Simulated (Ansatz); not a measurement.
# Se: the cost of one run

Program: Ansatz 0.2.0. Level of theory: DFT PBEsol, scalar-relativistic. These are calculated values, not measurements.

## (1) Starting point

Symmetry: R-3, No. 148, trigonal system. Conventional cell: a = 11.362 Å, b = 11.362 Å, c = 4.429 Å, α = 90.00°, β = 90.00°, γ = 120.00°. Se (site symmetry 1) is surrounded by 2 Se at 2.36 Å.

Structure file:

```cif
data_structure
_symmetry_space_group_name_H-M 'R-3:H'
_symmetry_Int_Tables_number 148
_cell_length_a 11.3620
_cell_length_b 11.3620
_cell_length_c 4.4290
_cell_angle_alpha 90.000
_cell_angle_beta 90.000
_cell_angle_gamma 120.000
_cell_volume 495.16
loop_
_atom_site_label
_atom_site_type_symbol
_atom_site_symmetry_multiplicity
_atom_site_Wyckoff_symbol
_atom_site_fract_x
_atom_site_fract_y
_atom_site_fract_z
_atom_site_occupancy
Se1 Se 18 f 0.82688 0.53560 0.45378 1
```

The file gives the conventional cell by its symmetry; the runs use the cell typed in the input.

Atoms are numbered in the order of the input: Se1, Se2, Se3, Se4, Se5, Se6.

## (2) After the deformation

Space group R-3 before, P-1 after.

## (3) LAPW, all electrons

Input file input.yaml:

```yaml
crystal:
  lattice:
    - [5.6096560099, 3.1725668516, 1.3419161001]
    - [-5.7523437139, 3.3429968474, 1.5123460959]
    - [0.076252854, -6.5819985491, 1.574727804]
  atoms:
    - { symbol: Se, position: [0.28066, 0.16251, 0.91818] }
    - { symbol: Se, position: [0.91818, 0.28066, 0.16251] }
    - { symbol: Se, position: [0.16251, 0.91818, 0.28066] }
    - { symbol: Se, position: [0.71934, 0.83749, 0.08182] }
    - { symbol: Se, position: [0.08182, 0.71934, 0.83749] }
    - { symbol: Se, position: [0.83749, 0.08182, 0.71934] }
kpoints:
  mp_grid: { grid: [6, 6, 6] }
  band_path:
    path:
      - [0.0, 0.0, 0.0]
      - [0.5, -0.5, 0.0]
      - [0.0, 0.0, 0.5]
      - [0.0, 0.0, 0.0]
      - [0.0, -0.5, 0.5]
      - [-0.5, 0.0, 0.0]
      - [0.0, 0.0, 0.0]
      - [0.0, -0.5, 0.0]
      - [-0.5, 0.0, 0.5]
    npoints: 5
scf:
  occupations: { method: fermi_dirac, width: 0.01 }
hamiltonian:
  xc: pbesol
  pseudopotentials: { kind: all_electron, lapw: { basis_error: 0.001 } }
output:
  forces: true
  stress: true
  eigenvalues: true
```

Started as:

```
$ ansatz run input.yaml --threads 2 --pin off --max-ram 8192MiB --backend cpu --events-out ev --progress --plain --runs-dir out
```

Q: Estimate wall time and peak memory on 2 threads of Arm Neoverse V1, shared host.

About 6.5 min, with a peak of 2.3 GiB.
